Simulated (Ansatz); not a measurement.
# Generalised stacking fault on (111) (glide set) of a GaP-AlP solid solution (72 atoms): geometry optimisation

How does generalised stacking fault on (111) (glide set) of a GaP-AlP solid solution (72 atoms) relax, and what do bonds, charges and levels look like afterwards?

Method: Kohn-Sham DFT, revPBE, PAW (set soft_2), plane waves, in Ansatz 0.2.0.

## 1. Starting point

The cell holds 72 atoms: 18 Al, 36 P and 18 Ga. Cell: a = 6.683 Å, b = 11.576 Å, c = 19.111 Å, α = 90.0°, β = 88.3°, γ = 90.0°. It derives from GaP and AlP. Zinc-blende GaP lattice (a = 5.4569 Å, the value set for the mixture), cell with z along [111], 1 x 3 x 2 periods; the third cell vector is tilted by 0.083 of 1/2[11-2] and lengthened by 0.2 Å, so the cell holds one fault (glide set); displaced by a Gaussian of 0.01 Å; 18 of 36 Ga sites given to Al at random (lattice constant by Vegard's rule between GaP and AlP).

Before any run, some limits are plain. Atoms were free to move along the slip, so the relaxation can undo part or all of it. The host structure and its lattice constant were typed by rule, without a check against the phase diagram.

## 2. Single point at the start

A single point comes first, to see the forces before anything moves.

Contents of input.yaml:

```yaml
crystal:
  lattice:
    - [6.68331, 0.0, 0.0]
    - [0.0, 11.57583, 0.0]
    - [0.55692, 0.0, 19.10326]
  atoms:
    - { symbol: Al, position: [0.4981, 0.16469, 0.0197] }
    - { symbol: P, position: [0.49127, 0.16679, 0.14378] }
    - { symbol: Ga, position: [0.81649, 0.16707, 0.18567] }
    - { symbol: P, position: [0.81024, 0.16841, 0.30947] }
    [... 62 atom lines left out ...]
    - { symbol: Ga, position: [0.59704, 0.66634, 0.84504] }
    - { symbol: P, position: [0.58682, 0.66693, 0.96825] }
    - { symbol: Ga, position: [0.09749, 0.50025, 0.84606] }
    - { symbol: P, position: [0.08499, 0.49922, 0.97104] }
    - { symbol: Al, position: [0.09915, 0.83486, 0.84413] }
    - { symbol: P, position: [0.08552, 0.83301, 0.96964] }
kpoints:
  mp_grid: { grid: [2, 1, 1] }
hamiltonian:
  xc: revpbe
scf:
  occupations: { method: fermi_dirac, width: 0.05 }
output:
  forces: true
  stress: true
  populations: intrinsic
  dos:
    method: { smearing: { sigma: 0.1 } }
    de: 0.1
    projected: { site_lists: { Al: [Al], Ga: [Ga], P: [P] } }
  eigenvalues: true
```

Command:

```
> ansatz run input.yaml --threads 4 --pin off --max-ram 8192MiB --backend cpu --events-out ev --progress --plain --runs-dir out
```

Run time: 65 s. Hardware: 4 threads of Arm Neoverse V1, shared host; peak memory 4.5 GiB.

The run gave:

```
free energy                                      : -105198.2831 eV
free energy per atom                             : -1461.0873 eV/atom
SCF cycles                                       : 9
pressure                                         : 3.982 GPa
r.m.s. force component                           : 0.3923 eV/Å
longest force                                    : 1.801 eV/Å
Fermi energy                                     : 7.35 eV
gap (highest filled to lowest empty level) : 0.558 eV
```

The r.m.s. force component of 0.39 eV/Å and the pressure of 4.0 GPa set the starting point.

Neighbours are counted within 2.68 Å (P-Al), 2.73 Å (P-Ga).

Length of the force by element and coordination:

```csv
element,coordination,atoms,mean length of the force (eV/Å),spread,least,most
Al,all,18,0.473,0.508,0.0871,1.66
Al,3,3,1.58,0.058,1.52,1.66
Al,4,15,0.252,0.120,0.0871,0.530
Ga,all,18,0.432,0.423,0.136,1.4
Ga,3,3,1.36,0.0337,1.32,1.4
Ga,4,15,0.247,0.0937,0.136,0.454
P,all,36,0.507,0.492,0.116,1.80
P,3,6,1.58,0.129,1.42,1.80
P,4,30,0.292,0.0996,0.116,0.508
```

## 3. Relaxation

The atoms are relaxed in the fixed cell, aiming at the force tolerance of the input.

input.yaml, the sections that differ from step 2:

```yaml
output:
  forces: true
relax:
  f_tol: 0.05
  max_steps: 71
# crystal, kpoints, hamiltonian, scf: as in step 2
```

The job ended after 1.9 min (4 threads; peak memory 4.5 GiB; 5.4 min of CPU time).

The steps of the relaxation:

```csv
step,energy less that of the first step (eV),largest force component (eV/Å)
1,0.0000,1.7417
2,-2.9625,1.4552
3,-4.3726,0.0738
4,-4.3886,0.0134
```

The atoms that moved most (Å):

```csv
atom,dx,dy,dz,length
Al15,-0.281,0.002,-0.109,0.301
P56,0.285,-0.009,0.092,0.300
Ga5,-0.281,-0.010,-0.082,0.293
Ga37,-0.275,-0.005,-0.096,0.292
Ga33,-0.274,0.010,-0.087,0.288
P70,0.282,0.007,0.053,0.287
P72,0.278,0.002,0.072,0.287
P68,0.264,-0.008,0.109,0.286
```

The relaxation changed the energy by -61.0 meV/atom, and atoms moved by 0.17 Å r.m.s., 0.30 Å at most.

## 4. Distances and neighbours after relaxation

Bonds before and after, by the cutoffs listed below:

```csv
pair,bonds before,bonds after,mean before (Å),mean after (Å),spread before (Å),spread after (Å)
P-Al,69,72,2.352,2.369,0.040,0.007
P-Ga,69,72,2.352,2.375,0.040,0.006
```

Density 3.21 g/cm³, 20.53 Å³ an atom.

Pair distribution functions g(r), in bins of 0.2 Å:

```csv
r (Å),total,P-P,P-Al,P-Ga,Al-Al,Al-Ga,Ga-Ga
2.30,5.80,0.00,11.60,11.60,0.00,0.00,0.00
2.50,0.00,0.00,0.00,0.00,0.00,0.00,0.00
2.70,0.00,0.00,0.00,0.00,0.00,0.00,0.00
2.90,0.00,0.00,0.00,0.00,0.00,0.00,0.00
3.10,0.00,0.00,0.00,0.00,0.00,0.00,0.00
3.30,0.00,0.00,0.00,0.00,0.00,0.00,0.00
3.50,0.00,0.00,0.00,0.00,0.00,0.00,0.00
3.70,0.00,0.00,0.00,0.00,0.00,0.00,0.00
3.90,6.51,13.02,0.00,0.00,11.79,14.21,11.79
4.10,0.00,0.00,0.00,0.00,0.00,0.00,0.00
4.30,0.00,0.00,0.00,0.00,0.00,0.00,0.00
4.50,4.48,0.00,9.08,8.83,0.00,0.00,0.00
4.70,0.28,0.00,0.42,0.68,0.00,0.00,0.00
4.90,0.00,0.00,0.00,0.00,0.00,0.00,0.00
5.10,0.00,0.00,0.00,0.00,0.00,0.00,0.00
5.30,0.25,0.51,0.00,0.00,0.13,0.76,0.38
5.50,1.38,2.75,0.00,0.00,3.12,2.51,2.88
5.70,0.00,0.00,0.00,0.00,0.00,0.00,0.00
5.90,2.31,0.00,4.62,4.62,0.00,0.00,0.00
6.10,0.44,0.00,0.89,0.89,0.00,0.00,0.00
6.30,0.00,0.00,0.00,0.00,0.00,0.00,0.00
6.50,0.00,0.00,0.00,0.00,0.00,0.00,0.00
6.70,4.37,8.73,0.00,0.00,9.07,8.41,9.07
6.90,0.00,0.00,0.00,0.02,0.00,0.00,0.00
7.10,2.58,0.00,5.17,5.15,0.00,0.00,0.00
7.30,0.00,0.00,0.00,0.00,0.00,0.00,0.00
7.50,0.00,0.00,0.00,0.00,0.00,0.00,0.00
7.70,1.37,2.73,0.00,0.00,2.37,3.10,2.37
```

Bonds by pair of elements; cutoffs follow the first minimum of g(r), held within bounds set by covalent radii, and pairs that aren't listed don't count as bonded:

```csv
pair A-B,cutoff (Å),bonds,mean length (Å),spread (Å),shortest (Å),B about A,A about B
P-Al,2.77,72,2.37,0.007,2.36,2,4
P-Ga,2.77,72,2.38,0.006,2.37,2,4
```

How many atoms have how many bonded neighbours:

```csv
element,mean,4
Al,4,18
Ga,4,18
P,4,36
```

Bond angles, per cent of each kind in bins of 5°:

```csv
angle (°),Al-P-Ga,P-Al-P,P-Ga-P,Al-P-Al,Ga-P-Ga
105–110,83.1,83.3,83.3,83.7,83.7
110–115,16.9,16.7,16.7,16.3,16.3
```

Bond angles (no mean is given where the spread exceeds 20°):

```csv
angle,count,mean (°),spread (°)
Al-P-Ga,118,110,1.1
P-Al-P,108,110,1.1
P-Ga-P,108,110,1.1
Al-P-Al,49,110,1.1
Ga-P-Ga,49,109,1.1
```

Rings of the network by King's shortest-path rule, up to 12 atoms, one path for each pair of neighbours; H, halogens, alkali and alkaline-earth atoms are left out, and the last column divides by all other atoms, bonded or not:

```csv
ring size (atoms),rings,per network atom
6,144,2
```

By these cutoffs all Al atoms have 4, all Ga atoms have 4 and all P atoms have 4 bonded neighbours. The Al-P-Ga angle averages 110° with a spread of 1.1°. All rings counted have 6 atoms.

## 5. Single point at the relaxed geometry

The electronic structure is read at the final geometry, in a run of its own.

Contents of input.yaml:

```yaml
crystal:
  lattice:
    - [6.68331, 0.0, 0.0]
    - [0.0, 11.57583, 0.0]
    - [0.55692, 0.0, 19.10326]
  atoms:
    - { symbol: Al, position: [0.4576, 0.16689, 0.01585] }
    - { symbol: P, position: [0.46018, 0.16656, 0.14007] }
    - { symbol: Ga, position: [0.79142, 0.16663, 0.18258] }
    - { symbol: P, position: [0.79276, 0.16665, 0.3071] }
    [... 62 atom lines left out ...]
    - { symbol: Ga, position: [0.62381, 0.66656, 0.84942] }
    - { symbol: P, position: [0.62588, 0.66625, 0.97396] }
    - { symbol: Ga, position: [0.12351, 0.49987, 0.84937] }
    - { symbol: P, position: [0.12698, 0.4998, 0.97382] }
    - { symbol: Al, position: [0.1242, 0.83349, 0.84928] }
    - { symbol: P, position: [0.12675, 0.83321, 0.97342] }
kpoints:
  mp_grid: { grid: [2, 1, 1] }
hamiltonian:
  xc: revpbe
scf:
  occupations: { method: fermi_dirac, width: 0.05 }
output:
  forces: true
  stress: true
  populations: true
  dos:
    method: { smearing: { sigma: 0.15 } }
    de: 0.1
    projected: { site_lists: { Al: [Al], Ga: [Ga], P: [P] } }
  eigenvalues: true
  write_density: true
  write_potential: true
  volumetric_format: npy
  elf: true
```

Run time: 71 s. Hardware: 4 threads; peak memory 4.5 GiB; 3.7 min of CPU time.

Numbers from this run:

```yaml
free_energy: -105202.6717 eV
free_energy_per_atom: -1461.1482 eV/atom
scf_cycles: 9
pressure: 2.971 GPa
r_m_s_force_component: 0.00413 eV/Å
longest_force: 0.01517 eV/Å
fermi_energy: 6.838 eV
spacing_of_highest_filled_and_lowest_empty_level: 1.492 eV
spilling_of_the_projection: 0.004318
```

Löwdin charges by element (they lack the spilled electrons, 0.028 e an atom on average):

```csv
element,coordination,atoms,mean charge (e),spread,least,most
Al,all,18,0.414,0.0016,0.411,0.416
Ga,all,18,0.0812,0.0014,0.0788,0.0843
P,all,36,-0.192,0.0729,-0.362,-0.105
```

Charge against the make-up of the first shell:

```csv
Al neighbours of P,atoms,mean charge (e)
1,12,-0.106
2,13,-0.192
3,10,-0.278
4,1,-0.362
```

Density of states as counts of states in windows of 1 eV (from the Fermi level), total and the larger projections:

```csv
from (eV),to (eV),total,P p,Ga p,Al p,Ga s,Al s,P s
-14,-13,0.0,0.0,0.0,0.0,0.0,0.0,0.0
-13,-12,5.4,0.1,0.4,0.4,1.1,0.7,2.6
-12,-11,25.4,1.0,3.0,3.2,3.1,2.0,12.7
-11,-10,40.6,0.8,5.7,5.5,1.5,1.6,24.5
-10,-9,0.6,0.0,0.1,0.1,0.0,0.0,0.4
-9,-8,0.0,0.0,0.0,0.0,0.0,0.0,0.0
-8,-7,2.2,1.0,0.1,0.1,0.8,0.0,0.1
-7,-6,33.4,16.0,1.5,1.6,8.9,3.7,1.6
-6,-5,21.4,11.3,1.2,1.0,1.6,4.1,2.0
-5,-4,28.6,16.8,4.1,3.8,0.9,1.3,1.4
-4,-3,39.0,24.8,5.8,5.5,0.7,1.0,0.9
-3,-2,58.5,40.7,8.0,7.5,0.5,0.6,0.5
-2,-1,29.4,22.9,3.2,2.5,0.1,0.1,0.1
-1,0,3.4,3.0,0.2,0.1,0.0,0.0,0.0
0,1,1.0,0.1,0.2,0.3,0.0,0.0,0.2
1,2,32.3,5.6,4.7,6.2,5.3,1.6,4.8
2,3,39.1,8.1,5.6,5.6,3.7,5.0,4.7
```

Between -16 and -14 eV lie 180 more states.

The levels nearest the highest filled one (over half full), pooled over k-points and spins:

```csv
level less the highest filled one (eV),occupation
-0.337,2
-0.300,2
-0.299,2
-0.177,2
-0.0104,2
0,2
1.49,0
1.95,0
2.11,0
2.14,0
2.17,0
2.21,0
```

Mean Löwdin charges: Al +0.41, Ga +0.08, P -0.19 e (they miss 0.43 % of the electrons, so they add up to more than the cell's charge). Charges this small depend on the projection, at times even in sign. The charge on P changes by -0.086 e for each Al neighbour that takes the place of another kind, on average.

## 6. Summary of results

```
energy change in the relaxation                  : -60.95 meV/atom
r.m.s. displacement                              : 0.173 Å
largest displacement                             : 0.301 Å
free energy per atom                             : -1461.1482 eV/atom
density                                          : 3.209 g/cm³
pressure                                         : 2.971 GPa
r.m.s. force component                           : 0.00413 eV/Å
gap (highest filled to lowest empty level) : 1.492 eV
wall time of the 3 DFT runs                      : 4.2 min
```

In words: Relaxation lowers the energy by 61.0 meV/atom and moves atoms by 0.17 Å r.m.s.; the r.m.s. force component goes from 0.39 to 0.0041 eV/Å, the pressure goes from 4.0 to 3.0 GPa, and the gap from 0.558 to 1.49 eV. By the final cutoffs 0 of 138 bonded pairs parted and 6 joined. Afterwards all atoms of each element have one and the same coordination, so bonds have reconnected across the defect, which no longer shows in the counts. Layers on the two sides of the fault moved in opposite directions along the plane, so much of the imposed slip has spread into a shear of the crystal. First to last step the energy falls by 4.389 eV; the largest move, 0.30 Å, is that of Al15, with 1 other atom within 2 % of it. The P-Ga bonds change most in mean length: from 2.352 Å (spread 0.040) to 2.375 Å (spread 0.006), and their number from 69 to 72. By these cutoffs all Al atoms have 4, all Ga atoms have 4 and all P atoms have 4 bonded neighbours. The highest filled and lowest empty levels differ by 1.49 eV on the run's k-points; the mesh holds the band edges only if they fold onto it, so the gap at this level can be narrower or closed, while semilocal functionals tend to narrow gaps against experiment.

Caveats: The stress is far from hydrostatic: its diagonal is 2.3, 5.0, 1.6 GPa, compression counted positive. Atoms were free to move along the slip, so the relaxation can undo part or all of it. The pressure of 3.0 GPa says that the cell would expand at this level of theory.

[Logs are printed without paths, hosts, clocks, repeated set-up lines and the standing remarks that a program may print on its own settings, such as how far it seeks lower states.]

[Hosts, paths, dates, database ids (printed as entryN), source tags and the programs' standing remarks are cut or masked in the printed files.]
